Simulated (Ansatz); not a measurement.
## Relaxing Rb in the sc type

First guess:

```xyz
1
Lattice="3.2195 0.0000 0.0000 0.0000 3.2195 0.0000 0.0000 0.0000 3.2195" Properties=species:S:1:pos:R:3 pbc="T T T"
Rb    0.0000    0.0000    0.0000
```

These are results of Ansatz 0.2.0, DFT, PBE, PAW with Ansatz's default frozen-core files, scalar-relativistic, not measurements.

Cell and atoms relax within the symmetry of the start on a 10×10×10 k mesh with 0.08 eV Fermi–Dirac smearing.

The start is built from a prototype, known or not as a phase of this compound; the cutoff is 420 eV.

(1) What is the pressure of the first guess?

(2) What does it relax to?

(3) How much energy does the relaxation release?

Answers

(1) 12.23 GPa.

(2) a = 4.625 Å, b = 4.625 Å, c = 4.625 Å, α = 90.00°, β = 90.00°, γ = 90.00° (conventional cell), 98.91 Å³ per atom:
```xyz
1
Lattice="4.6247 0.0000 0.0000 0.0000 4.6247 0.0000 0.0000 0.0000 4.6247" Properties=species:S:1:pos:R:3 pbc="T T T"
Rb    0.0000    0.0000    0.0000
```

(3) 1265 meV/atom.
